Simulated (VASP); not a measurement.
Here is a VASP 6.6.1 calculation.

INCAR

```
SYSTEM = ZnS
PREC = Accurate
ENCUT = 520
EDIFF = 1E-6
ISMEAR = -1
SIGMA = 0.05
LREAL = .False.
LASPH = .True.
NELM = 100
ALGO = Normal
ISIF = 2
LWAVE = .False.
LCHARG = .True.
GGA = RE
IVDW = 13
LELF = .True.
LVHAR = .True.
NBANDS = 66
```

The input KPOINTS:

```
regular mesh
0
Gamma
  8 8 2
  0 0 0
```

POSCAR

```
ZnS
1.0
    3.7856022678      0.0000000000      0.0000000000
   -1.8928011339      3.2784277325      0.0000000000
    0.0000000000      0.0000000000     18.5845571922
Zn S
6 6
Direct
    0.3333333333      0.6666666667      0.8332762740
    0.6666666667      0.3333333333      0.3332762740
    0.6666666667      0.3333333333      0.6668729260
    0.3333333333      0.6666666667      0.1668729260
    0.0000000000      0.0000000000      0.5000546443
    0.0000000000      0.0000000000      0.0000546443
    0.3333333333      0.6666666667      0.9580726144
    0.6666666667      0.3333333333      0.4580726144
    0.6666666667      0.3333333333      0.7916314213
    0.3333333333      0.6666666667      0.2916314213
    0.0000000000      0.0000000000      0.6250921200
    0.0000000000      0.0000000000      0.1250921200
```

Potentials or basis: VASP PAW PBE potentials, release 64 (Zn, S).

Run with:

```bash
$ cat potpaw_PBE.64/Zn/POTCAR potpaw_PBE.64/S/POTCAR > POTCAR
$ mpirun -np 1 vasp_std > vasp.out
```

Task: Estimate the pressure.

Result: 0.1 GPa.

Task: Predict the band gap on the k mesh.

Result: 2.37 eV.

Task: Predict the dispersion energy per atom.

Result: -0.572 eV.

Forces in eV/Å, atoms in the order of the input:
```
Zn   0.000  0.000 -0.004
Zn   0.000  0.000 -0.004
Zn   0.000  0.000  0.001
Zn   0.000  0.000  0.001
Zn   0.000  0.000 -0.003
Zn   0.000  0.000 -0.003
S    0.000  0.000  0.002
S    0.000  0.000  0.002
S    0.000  0.000  0.002
S    0.000  0.000  0.002
S    0.000  0.000  0.003
S    0.000  0.000  0.003
```

Caveat: the PAW data sets were made with another functional, which shifts forces and pressure a little.

**Measured values to compare with.**

From a printed reference work, monograph, for a bulk crystal of ZnS at 4 K: band gap 3.911 eV (direct).

Against the measured gap of ZnS, 3.911 eV (direct; 4 K; a printed reference work, monograph), the calculated 2.37 eV is off by -1.54 eV. The value is that of revPBE+D4 on a finite k mesh, which can miss the band edges, without temperature or zero-point motion. Semilocal functionals fall short of measured gaps as a rule.
